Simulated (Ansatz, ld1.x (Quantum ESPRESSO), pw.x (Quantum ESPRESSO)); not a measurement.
**Bi: does the TM potential hold in the solid?**

- Element: bismuth (Bi)
- Generator: ld1.x (Quantum ESPRESSO) 7.5
- Type: norm-conserving Troullier–Martins (Kleinman–Bylander form)
- Functional: PBE
- Relativity: scalar-relativistic
- Frozen core: [Xe] 4f14 5d10
- Valence charge: 5
- Reference configuration: 6s2 6p3
- Partial waves: 6s (bound): rc 1.95 bohr; 6p (bound): rc 2.50 bohr; 6d channel at -0.15 Ry: rc 2.25 bohr
- Local potential: all-electron potential smoothed inside 1.85 bohr (lloc = -1)
- Core correction: Bessel-smoothed model core inside 1.15 bohr

Atomic tests: cutoffs needed: 25 Ry and 35 Ry (the cutoffs (Ry, on a coarse ladder) from which the occupation-weighted sum of valence levels, in a spherical-Bessel basis at the reference potential, stays within 10 and 1 mRy of its value at 400 Ry); ghost test: ghost states, extra bound levels that the all-electron valence spectrum of the same l lacks: d at -127.5 eV, s at -44.1 eV; a true bound ghost makes a file unfit for plane-wave use (spherical-Bessel basis up to 400 Ry, 20 bohr box); configuration tests: 1 of 7 tests not solved or not reliable.

Crystal test: sc Bi in pw.x 7.5, no spin, 10³ k-points, Fermi–Dirac smearing 0.01 Ry, cutoffs 50/200 Ry. The reference is all-electron LAPW (Ansatz 0.2.0) with the same functional, mesh and smearing; V0 and B0 come from Birch–Murnaghan fits to the pressures at five volumes. Errors are pseudo minus all-electron; Δ is the rms difference of the E(V) curves that follow from these fits, minima aligned, over ±6 % about the mean V0. Mesh and smearing are coarse, so the numbers serve the comparison and aren't converged zero-temperature values; the lattice is a test structure that the element need not adopt.

All-electron: a0 = 3.278 Å (V0 = 35.23 Å³/atom), B0 = 45.4 GPa.

Q: How far does the potential miss the all-electron equation of state?

A: converged, but broken (pressure over 100 GPa off). The pressure does not cross zero within the volumes sampled, so no fit is given. The pseudo pressure rises with volume over the whole range, a mechanical instability. Note: ghost states, extra bound levels that the all-electron valence spectrum of the same l lacks: d at -127.5 eV, s at -44.1 eV. A true bound ghost makes a file unfit for plane-wave use. Atomic configuration tests: 1 of 7 tests not solved or not reliable. The logarithmic derivative shows an extra or strongly shifted pseudo pole above the reference energy (d near 0.84 Ry). A pressure error of this size marks a broken potential; the numbers have no physical meaning.

| V (Å³/atom) | P all-electron (GPa) | P pseudo (GPa) |
| --- | --- | --- |
| 33.381 | 2.78 | -2017.11 |
| 34.260 | 1.36 | -1967.97 |
| 35.138 | 0.12 | -1920.88 |
| 36.016 | -0.95 | -1873.78 |
| 36.895 | -1.88 | -1830.71 |

Q: At the middle volume, how do free energy and pressure move when the wave cutoff is lowered (ecutrho kept at four times it)?

A:

```
cutoff (Ry)  shift of F (meV/atom)  shift of P (GPa)
         22              +216394.5          +1758.39
         40              +118011.8           +708.20
```

The run at the middle volume (56 k-points, 9 iterations) took about 8.7 s on one core of a shared host (Neoverse-V1, 32 threads, 247 GiB, load 17).
